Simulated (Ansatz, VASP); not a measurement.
## Two plane-wave programs on CuI

```xyz
2
Lattice="0.0000 3.0120 3.0120 3.0120 0.0000 3.0120 3.0120 3.0120 0.0000" Properties=species:S:1:pos:R:3 pbc="T T T"
Cu    0.0000    0.0000    0.0000
I     1.5060    1.5060    1.5060
```

The cell was built by a generator and needn't be a form met in nature.

Alike in both runs: task single point; functional HSE06; k mesh 4 × 4 × 4; no spin polarisation.

|  | VASP | Ansatz |
| --- | --- | --- |
| version | VASP 6.6.1 | Ansatz 0.2.0 |
| potentials or method | VASP PAW PBE potentials, release 64 (Cu, I) | plane waves, PAW |
| plane-wave cutoff (eV) | 520 | 420 |
| occupations | gaussian, width 0.01 eV | fixed |
| valence electrons in the cell | 18 | 36 |

|  | VASP | Ansatz | Ansatz less VASP |
| --- | --- | --- | --- |
| gap on the k mesh at the Fermi level (eV) | 2.63 | 2.68 | +0.052 |
| pressure (GPa) | 1.5 | 1.6 | +0.17 |

The two sets of potentials don't hold the same shells in valence. Ansatz warned: «stress_exchange_threshold_loose».

Caveats: the k mesh is coarse (spacing up to 0.45 Å⁻¹), so the values aren't converged, least of all with exact exchange; the PAW data sets were made with another functional, which shifts forces and pressure a little (VASP); spin-orbit coupling is left out, which moves the levels of the heavy elements.
